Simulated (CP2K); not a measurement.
# FeO (Wuestite) under changes of volume

One of the cells (10.013 Å³/atom); the others are scaled copies at fixed shape and fractional positions:

```
CELL_PARAMETERS angstrom
3.04820 0.00000 0.00000
1.52410 2.63982 0.00000
1.52410 0.87994 2.48884
ATOMIC_POSITIONS crystal
Fe 0.00000 0.00000 0.00000
O 0.50000 0.50000 0.50000
```

- Program: CP2K 2026.2
- Functional: LDA
- Potentials or basis: GTH_POTENTIALS Fe GTH-PADE-q16, O GTH-PADE-q6; TZVP-MOLOPT-PBE-GTH basis
- Density cutoff: 8163 eV
- k mesh: 11 × 11 × 11
- Occupations: fermi-dirac, width 0.0259 eV
- Spin: collinear spin, ferromagnetic start
- Starting moments: [3.0, 0.0] μB

```tsv
volume (Å³/atom)	energy over the lowest point (meV/atom)	pressure (GPa)
9.413	0.00	-3.7
9.613	7.40	-8.0
9.813	19.91	-11.9
10.013	36.92	-15.3
10.214	57.96	-18.3
10.414	82.57	-21.0
10.614	?	?
```

Task: What does the run at 10.614 Å³/atom give?

Result: Energy over the lowest point 110.35 meV/atom; pressure -23.4 GPa.

Worked out: A Birch-Murnaghan fit of order 3 (a polynomial in V^(-2/3)) to the other rows has its minimum at 9.26 Å³/atom, just outside them, with B0 = V·E''(V) = 231 GPa and B' = 4.4. It gives 110.28 meV/atom at 10.614 Å³/atom, against the run's 110.35, and -dE/dV = -23.4 GPa, against -23.4.

Energies are extrapolated to zero smearing.

Caveats: the basis of atomic orbitals isn't converged, which shifts pressures, moduli and gaps; the total moment is fixed, so each spin has its own Fermi level; a cell with one magnetic atom can't hold antiferromagnetic order, which such compounds often take.
